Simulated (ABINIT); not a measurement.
The system is CdSe.

```xyz
2
Lattice="0.0000 3.0703 3.0703 3.0703 0.0000 3.0703 3.0703 3.0703 0.0000" Properties=species:S:1:pos:R:3 pbc="T T T"
Cd    0.0000    0.0000    0.0000
Se    1.5351    1.5351    1.5351
```

Measurements of this composition are mostly on another form, of space group No. 186.

Base run:

| Property | Result |
| --- | --- |
| Program | ABINIT 10.8.3 (patched build) |
| Functional | PBE |
| Potentials or basis | SG15 NC PBE v1.2 |
| Cutoff | 490 eV |
| k mesh | 6 × 6 × 6 |
| Occupations | fixed |
| Spin | no spin polarisation |

Its results: band gap on the k mesh 0.54 eV, direct; pressure 1.3 GPa.

**Question.** The run is repeated on the same cell with these changes: functional from PBE to PBE0. What comes out?

**Answer.** Band gap on the k mesh 1.90 eV, direct; pressure -0.4 GPa.

PBE0 gives the wider gap, since exact exchange removes part of the self-interaction.

Caveats: the potentials were made for another functional, which shifts forces and pressure (some runs).

